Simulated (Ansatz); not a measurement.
# MgO2 (R-3m) in Ansatz: Born charges and dielectric tensor with PBEsol

Aim: the Born charges and dielectric tensor of MgO2 with PBEsol.

Everything below comes from runs of Ansatz 0.2.0. Logs are shortened: lines on timing, memory, paths and dates and some standing lists are left out, and cuts for length are marked.

### 1 The crystal as given

The structure is trigonal, space group R-3m (No. 166). The conventional cell has a = 3.210 Å, b = 3.210 Å, c = 10.482 Å, α = 90.00°, β = 90.00°, γ = 120.00°. Mg (site symmetry -3m) has 6 O at 2.11 Å as nearest neighbours. O (site symmetry 3m) is surrounded by 1 O at 1.49 Å.

The cell comes from a database or a generator and needn't be the stable form of this composition.

### 2 Born charges and dielectric tensor, PBEsol

File input.yaml:

```yaml
crystal:
  lattice:
    - [1.604761016, 0.9265092046, 3.4939788749]
    - [-1.604761016, 0.9265092046, 3.4939788749]
    - [0.0, -1.8530184092, 3.4939788749]
  atoms:
    - { symbol: Mg, position: [0.0, 0.0, 0.0] }
    - { symbol: O, position: [0.571214, 0.571214, 0.571214] }
    - { symbol: O, position: [0.428786, 0.428786, 0.428786] }
hamiltonian:
  xc: pbesol
  pseudopotentials: { kind: paw }
kpoints:
  mp_grid: { grid: [8, 8, 8] }
scf:
  occupations: { method: fixed }
output:
  eigenvalues: true
dielectric:
  method: response
```

Potentials or basis: Ansatz PAW.

Started as:

```console
ansatz run input.yaml --threads 2 --pin off --max-ram 5632MiB --backend cpu --events-out ev --progress --plain --runs-dir out
```

The log of the run:

```text
Warning: RAYON_NUM_THREADS=2 ignored (pool sized by the plan → 2); use --threads N
Engine: ansatz 0.2.0, aarch64-unknown-linux-gnu
Pseudopotentials: kind: paw
Pseudopotential: Mg, paw, valence charge 10, recommended cutoff 420 eV (normal), Mg.paw.azcp
Pseudopotential: O, paw, valence charge 6, recommended cutoff 420 eV (normal), O.paw.azcp
Functional definition: PBEsol
  exchange = pbesol_x
  correlation = pbesol_c
Crystal: 3 atoms, lattice volume = 31.170 Å³
Basis set: ecut = 420 eV, 617 PW (Γ), exchange–correlation on 54×54×54 points (8 copies of the dense FFT grid, shifted against one another)
Bands: 15, of which v1, the nominal top of the filled ones, is band 11 counted from 1 (10 counted from 0)
Symmetry: 12 space group operations
k-points: 150 of 512 (irreducible under 2 space group operations, time reversal used)
Non-local potential: Mg, projectors of the file, l = 0: 3, l = 1: 2, l = 2: 1
Non-local potential: O, projectors of the file, l = 0: 2, l = 1: 2, l = 2: 1
PAW form: soft (Blöchl's): semilocal exchange-correlation on the pseudo side does not see the compensation charge
PAW frozen core: Mg, regenerated for the run's functional, and the local potential with it (the file was generated under x = pbe(κ = 0.804, μ = 0.2195149727645171), c = pbe(β = 0.06672455060314922))
PAW frozen core: O, regenerated for the run's functional, and the local potential with it (the file was generated under x = pbe(κ = 0.804, μ = 0.2195149727645171), c = pbe(β = 0.06672455060314922))
PAW one-centre angular grid: Mg, 110 points (default); XC on 64 Gauss nodes
PAW one-centre angular grid: O, 110 points (default); XC on 64 Gauss nodes
Initial density: superposition of atomic densities (neutral atoms: chi_scale 0, normalization atom), corrected by the library's trained network
Initial wavefunctions: pseudopotential atomic-orbital guess
Functional: x = pbesol(κ = 0.804, μ = 0.12345679012345678), c = pbesol(β = 0.046)
SCF iter   1: F=—  HF=-3033.657097 eV  |F-HF|=—  |Δ(HF+E_count)|=         —  Δρ=1.35e-2  dr2=4.98e-2  ethr=1.77e-3  ⟨swp⟩=4.2  Hψ=10657  notcnv=0  defer=237
preconditioner: auto → none  [insulator: Δε(μ)=2.226 eV  Ē_g=16.093 eV  n_scr=14 (ndim 8)  ℏωp=24.9 eV  f_vac=0.038  ε∞_Penn≈3.4]
SCF iter   2: F=—  HF=-3033.643428 eV  |F-HF|=—  |Δ(HF+E_count)|=   1.37e-2  Δρ=5.22e-3  dr2=4.58e-3  ethr=2.26e-4  ⟨swp⟩=2.0  Hψ=4504  notcnv=0  defer=298
SCF iter   3: F=—  HF=-3033.642035 eV  |F-HF|=—  |Δ(HF+E_count)|=   1.39e-3  Δρ=1.37e-3  dr2=1.71e-4  ethr=2.08e-5  ⟨swp⟩=2.4  Hψ=3382  notcnv=0  defer=300
SCF iter   4: F=—  HF=-3033.642153 eV  |F-HF|=—  |Δ(HF+E_count)|=   1.17e-4  Δρ=1.79e-4  dr2=3.07e-6  ethr=7.77e-7  ⟨swp⟩=2.0  Hψ=4200  notcnv=0  defer=300
SCF iter   5: F=—  HF=-3033.642159 eV  |F-HF|=—  |Δ(HF+E_count)|=   5.94e-6  Δρ=1.87e-5  dr2=5.04e-8  ethr=1.39e-8  ⟨swp⟩=2.4  Hψ=3541  notcnv=0  defer=10
SCF iter   6: F=—  HF=-3033.642159 eV  |F-HF|=—  |Δ(HF+E_count)|=   4.08e-7  Δρ=4.28e-6  dr2=3.66e-9  ethr=2.29e-10  ⟨swp⟩=2.0  Hψ=3669  notcnv=0
SCF iter   7: F=-3033.642159 eV  HF=-3033.642159 eV  |F-HF|=5.37e-11  |Δ(HF+E_count)|=   1.94e-9  Δρ=7.52e-7  dr2=8.79e-11  ethr=1.00e-12  ⟨swp⟩=3.1  Hψ=8920  notcnv=0
SCF 1 converged in 7 iterations: F = -3033.642159 eV  dr2 = 8.79e-11
NSCF: frozen V_eff on 5 k-points
DFPT response loops at Γ: preconditioner auto → none (the input reference at scf.mixing.eps_inf says where Resta's filter doesn't serve); β = 0.50; Broyden in place of MSR1
── the response to a field inside a basis, on 8×8×8 k-points: an SCF that follows is theirs, and a resumed run solves both again ──
Bands: 12, of which v1, the nominal top of the filled ones, is band 11 counted from 1 (10 counted from 0)
k-points: 60 of 512
Initial density: handed on by an earlier stage of this run
Initial wavefunctions: pseudopotential atomic-orbital guess (no wavefunctions were taken with the density)
Eigensolver: Dense (60 Hₖ)
SCF iter   1: F=—  HF=-3033.648195 eV  |F-HF|=—  |Δ(HF+E_count)|=         —  Δρ=8.05e-4  dr2=2.94e-5  ethr=1.00e-1
preconditioner: auto → none  [insulator: Δε(μ)=2.324 eV  Ē_g=11.435 eV  n_scr=14 (ndim 8)  ℏωp=24.9 eV  f_vac=0.041  ε∞_Penn≈5.7]
SCF iter   2: F=—  HF=-3033.648210 eV  |F-HF|=—  |Δ(HF+E_count)|=   1.44e-5  Δρ=3.65e-4  dr2=7.88e-6  ethr=1.34e-7
SCF iter   3: F=—  HF=-3033.648216 eV  |F-HF|=—  |Δ(HF+E_count)|=   6.48e-6  Δρ=1.35e-4  dr2=1.57e-6  ethr=3.58e-8
SCF iter   4: F=-3033.648217 eV  HF=-3033.648217 eV  |F-HF|=1.23e-8  |Δ(HF+E_count)|=   3.55e-7  Δρ=1.20e-5  dr2=1.13e-8  ethr=7.14e-9
SCF 1 converged in 4 iterations: F = -3033.648217 eV  dr2 = 1.13e-8
DFPT response loops at Γ: mixed as the last ones told, above
SCF converged after 7 iterations
Free energy (F): -3033.642159 eV
Harris-Foulkes:  -3033.642159 eV  (|F-HF|=5.37e-11)
Internal energy: -3033.642159 eV  (E = F + TS)
E sigma→0 (E₀):  -3033.642159 eV
Fermi energy:    6.308523 eV
--- Per-component energies (eV) ---
  E_band       = -354.675501
  E_kinetic    = 424.724037
  E_local      = -2141.980596  (includes V_loc(G=0)·N_el)
  E_nonlocal   = 192.696521
  E_hartree    = 745.201557
  E_xc         = -174.330630
  E_vxc        = -224.094005  (∫ρ·V_xc dr)
  E_paw        = -584.745650  (= ΣΔE_a)
  E_vpaw       = -96.429316  (= ΣTr[D̂ρ^β])
  E_aug_tail   = 0.004883  (compensation charges beyond the density's cutoff)
  E_ewald      = -1495.341718
  E_core_change = 0.129438  (= ΣΔE_core)
  E_smearing   = -0.000000  (= −TS)
  E_closure    = -0.000000  (closes the sum)
  Σ components = -3033.642159   (vs F -3033.642159, Δ=0.00e0)
--- Band table (eV; the first three rows and the last of 150) ---
  k-point 0: bands = ["-66.8016", "-33.7634", "-33.7339", "-33.7339", "-14.9299", "-8.1666", "-1.3947", "2.9818", "2.9818", "5.5000", "5.5000", "10.7849", "11.1119", "18.2906", "20.1091"]
  k-point 1: bands = ["-66.8012", "-33.7627", "-33.7390", "-33.7350", "-14.8579", "-8.2123", "-1.2814", "2.5524", "2.9301", "5.3951", "5.4301", "10.9398", "11.5271", "18.3497", "19.6587"]
  k-point 2: bands = ["-66.8005", "-33.7612", "-33.7512", "-33.7375", "-14.6780", "-8.3227", "-0.9960", "1.6228", "2.8093", "5.2270", "5.2669", "10.8390", "12.8375", "17.9439", "18.5630"]
  k-point 149: bands = ["-66.8015", "-33.7675", "-33.7340", "-33.7340", "-14.4201", "-9.8119", "1.3563", "2.4604", "2.4604", "6.3085", "6.3085", "8.5417", "11.1876", "15.6008", "20.3797"]
--- Dielectric response (ions clamped): 3 representative field directions + reference, inside a basis on a mesh of 512 k-points (Σ response iterations 15) ---
  ε∞ (high-frequency dielectric tensor):
        2.868000     0.000000     0.000000
        0.000000     2.868000     0.000000
        0.000000     0.000000     4.160487
  Born effective charges Z* (e; rows j = field, columns β = displacement):
    site 0:
         2.03956    0.00000   -0.00000
         0.00000    2.03956    0.00000
         0.00000    0.00000    2.08275
    site 1:
        -1.01978    0.00000    0.00000
        -0.00000   -1.01978   -0.00000
         0.00000   -0.00000   -1.04137
    site 2:
        -1.01978   -0.00000   -0.00000
        -0.00000   -1.01978   -0.00000
         0.00000   -0.00000   -1.04137
  Z* charge neutrality: 5.459e-4 e pre-enforcement
  solved inside a basis spanned on kpoints, on 8×8×8 k-points, its susceptibility summed on 12×12×12: ε∞ is read to err by 1.0e-2, Z* by 1.1e-2 e (field_mesh: kpoints solves on kpoints); Z* is corrected for what the basis lacks
```

Wall time 46 s (2 threads of Arm Neoverse N1, shared host); peak memory 0.5 GiB.

Results:

| Property | Result |
| --- | --- |
| Free energy | -3033.6422 eV |
| Band gap on the k mesh | 2.23 eV, direct |
| Electronic dielectric tensor (diagonal) | 2.87, 2.87, 4.16 |
| Born charges (mean of the diagonal) | Mg +2.05; O -1.03 e |

Electronic dielectric tensor:
```
2.87 0.00 0.00
0.00 2.87 0.00
0.00 0.00 4.16
```

Born effective charge tensors (e):
atom 1, Mg
```
2.04 0.00 0.00
0.00 2.04 0.00
0.00 0.00 2.08
```
atom 2, O
```
-1.02  0.00  0.00
 0.00 -1.02  0.00
 0.00  0.00 -1.04
```
atom 3, O
```
-1.02  0.00  0.00
 0.00 -1.02  0.00
 0.00  0.00 -1.04
```

 A k mesh can miss the band edges.
